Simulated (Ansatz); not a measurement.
MnO:

```xyz
2
Lattice="0.0000 2.2239 2.2239 2.2239 0.0000 2.2239 2.2239 2.2239 0.0000" Properties=species:S:1:pos:R:3 pbc="T T T"
Mn    0.0000    0.0000    0.0000
O     2.2239    2.2239    2.2239
```

The cell is a database's computed one.

Base run:

```yaml
Program: Ansatz 0.2.0
Functional: r2SCAN
Potentials_or_basis: Ansatz PAW
Cutoff: "500 eV (not typed: the program's choice for these potentials)"
k_mesh: 10 × 10 × 10
Occupations: fermi-dirac, width 0.05 eV
Spin: collinear spin, ferromagnetic start
Starting_moments: "[4.0, 0.0] μB"
Hubbard_terms: Mn d U = 8 eV
```

Its results: band gap on the k mesh 1.25 eV, indirect (least direct gap 3.05 eV); pressure 8.9 GPa; net moment 5.00 μB per cell; site moments Mn +4.38; O +0.11 μB.

Question: The run is repeated on the same cell with these changes: hubbard terms from Mn d U = 8 eV to Mn d U = 6 eV. What comes out?

Answer: Band gap on the k mesh 1.05 eV, indirect (least direct gap 3.07 eV); pressure 6.9 GPa; net moment 5.00 μB per cell; site moments Mn +4.36; O +0.14 μB.

Caveats: the magnetic or orbital state may not be the lowest; a cell with one magnetic atom can't hold antiferromagnetic order, which such compounds often take; the PAW data sets come from PBE, with cores solved anew for the run's functional, which leaves a small shift of forces and pressure.
